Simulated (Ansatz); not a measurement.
Runs of Ansatz 0.2.0 on Mo. The typed cell holds 1 atom: a = 2.825 Å, b = 2.722 Å, c = 2.538 Å, α = 89.36°, β = 92.00°, γ = 122.00°. This isn't the form of Mo at room conditions, which is bcc.

```tsv
task	level	spin	cell	k mesh	gap on the mesh (eV)	pressure (GPa)
single point	PBE0	off	cell sheared at random, sigma 0.01, atoms nudged by 0.01 Å	6 × 6 × 5	none	-2.0
single point	PBEsol0	off	cell sheared at random, sigma 0.01, atoms nudged by 0.01 Å	6 × 6 × 5	none	(a)
relaxation of cell and atoms	PBEsol0	off	relaxed from: cell sheared at random, sigma 0.01, atoms nudged by 0.01 Å	6 × 6 × 5	none	0.0
single point	PBE0	SOC, no magnetisation	cell sheared at random, sigma 0.01, atoms nudged by 0.01 Å	5 × 5 × 4	none	3.1
```

Alike in all rows: potentials or basis Ansatz PAW; cutoff (eV) 420; smearing fermi-dirac 0.05 eV; the mesh is coarse, so values aren't converged.

Task: Fill in the values left out.

Result: (a) -7.0.

Caveats: all runs use coarse meshes; the PAW data sets come from PBE, with cores solved anew for the run's functional, which leaves a small shift of forces and pressure; the thresholds are loose for stress (some runs); the plane-wave basis is chosen anew once the cell has moved, so the energies of steps on either side of that aren't comparable (some runs).

A k mesh can miss the band edges, and rows without SOC leave out spin-orbit coupling on Mo.

A gap of «none» marks a metal or a gap under the smearing width.
